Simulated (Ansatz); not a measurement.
# GaAs: the cost of one run

Computed with Ansatz 0.2.0 (DFT PBE, scalar-relativistic, plane waves, PAW, unless a step's input says otherwise).

1 further run of the same task is left out (set aside as unsound or not needed).

## (1) Starting point

Symmetry: F-43m, No. 216, cubic system. The conventional cell has a = 5.654 Å, b = 5.654 Å, c = 5.654 Å, α = 90.00°, β = 90.00°, γ = 90.00°. Ga (site symmetry -43m) is surrounded by 4 As at 2.45 Å. As (site symmetry -43m) has 4 Ga at 2.45 Å as nearest neighbours.

As a file:

```xyz
2
Lattice="0.0000 2.8269 2.8268 2.8268 0.0000 2.8268 2.8268 2.8269 0.0000" Properties=species:S:1:pos:R:3 pbc="T T T"
Ga    0.0000    0.0000    0.0000
As    4.2403    4.2403    4.2403
```

The structure comes from the Crystallography Open Database.

## (2) A change within a subgroup

What differs from the listed cell: strain xx, yy, zz, yz, xz, xy = +1.9, +0.4, +1.9, +0.0, +0.0, +0.0 %.

File input.yaml:

```yaml
crystal:
  lattice:
    - [0.0, 2.8377333725, 2.8801361225]
    - [2.8801361225, 0.0, 2.8801361225]
    - [2.8801361225, 2.8377333725, 0.0]
  atoms:
    - { symbol: Ga, position: [0.0, 0.0, 0.0] }
    - { symbol: As, position: [0.75, 0.75, 0.75] }
basis:
  ecutwfc: 420
kpoints:
  mp_grid: { grid: [12, 12, 12] }
hamiltonian:
  xc: pbe
scf:
  occupations: { method: gaussian, width: 0.05 }
output:
  forces: true
  stress: true
  eigenvalues: true
```

Command:

```console
$ ansatz run input.yaml --threads 1 --pin off --max-ram 1331MiB --backend cpu --events-out ev --progress --plain --runs-dir out
```

**Question.** How long does this run take on 1 thread of an Arm CPU, shared host, and how much memory does it need?

About 15 s, with a peak of 0.43 GiB.
